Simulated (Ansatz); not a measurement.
**Copper, omega (AlB2-type) under RPBE: ground state and equation of state**

What does RPBE give for copper in the omega (AlB2-type) structure? We relax it, solve it on a dense k-mesh, then scale the cell to 7 volumes from 88 to 112 % of the relaxed one and try a fit of the equation of state. Spin polarisation is left out. The k-meshes are 9×9×13 for the relaxation; 12×12×16 for the dense run; 10×10×14 for the volumes.

Program: Ansatz 0.2.0. Level of theory: DFT RPBE, plane waves (420 eV) with PAW, scalar-relativistic; PBE-made PAW files. These are calculated values, not measurements.

## Step 1: The system as given

The structure is hexagonal, space group P6/mmm (No. 191). The conventional cell has a = 4.056 Å, b = 4.056 Å, c = 2.486 Å, α = 90.00°, β = 90.00°, γ = 120.00°. Around Cu (site symmetry 6/mmm) lie 14 Cu at 2.49 to 2.65 Å. Cu (site symmetry -6m2) is surrounded by 11 Cu at 2.34 to 2.65 Å.

As a file:

```
CELL_PARAMETERS angstrom
4.05627 0.00000 0.00000
-2.02814 3.51283 0.00000
0.00000 0.00000 2.48649
ATOMIC_POSITIONS crystal
Cu 0.00000 0.00000 0.00000
Cu 0.33333 0.66667 0.50000
Cu 0.66667 0.33333 0.50000
```

## Step 2: Relaxing cell and atoms

Contents of input.yaml:

```yaml
crystal:
  lattice:
    - [4.0562702462, 0.0, 0.0]
    - [-2.0281351231, 3.5128330778, 0.0]
    - [0.0, 0.0, 2.4864936609]
  atoms:
    - { symbol: Cu, position: [0.0, 0.0, 0.0] }
    - { symbol: Cu, position: [0.3333333333, 0.6666666667, 0.5] }
    - { symbol: Cu, position: [0.6666666667, 0.3333333333, 0.5] }
hamiltonian:
  xc: rpbe
  pseudopotentials:
    kind: paw
    azcp:
      Cu: "pseudopotentials/Cu.paw.azcp"
basis:
  ecutwfc: 420
  fft_grid_basis: typed
kpoints:
  mp_grid: { grid: [9, 9, 13], shift: [0, 0, 0] }
magnetization:
  spin_polarized: false
scf:
  occupations: { method: fermi_dirac, width: 0.1 }
relax:
  max_steps: 60
  f_tol: 0.01
  cell: {}
```

After this run come: Single point on a dense mesh; Volume × 0.88; Volume × 0.92; Volume × 0.96; Volume × 1.0; Volume × 1.04; Volume × 1.08; Volume × 1.12.

What does the calculation give? Wanted: space group; conventional cell; volume; shortest distance; gap on the mesh; relative to fcc; V₀, B₀, B₀′.

The runs gave:

```
                      quantity                                   value
space group (spins left aside)                        P6/mmm (No. 191)
             conventional cell  a = 4.176 Å, c = 2.509 Å (c/a = 0.601)
                        volume                          12.630 Å³/atom
             shortest distance                                 2.411 Å
               gap on the mesh            none (levels filled in part)
               relative to fcc                            +75 meV/atom
                   V₀, B₀, B₀′            12.628 Å³/atom, 118 GPa, 5.1
```

**Reading.** The relaxation enlarged the cell by 6.9 % in volume. Against the reference form of copper (fcc, computed apart with the same settings) it stands 75 meV/atom higher. Levels at the Fermi energy are filled in part, as in a metal. B₀ comes out at 118 GPa; letting shape and positions relax at each volume could only lower it. Relaxation kept the symmetry; phonons were not checked.
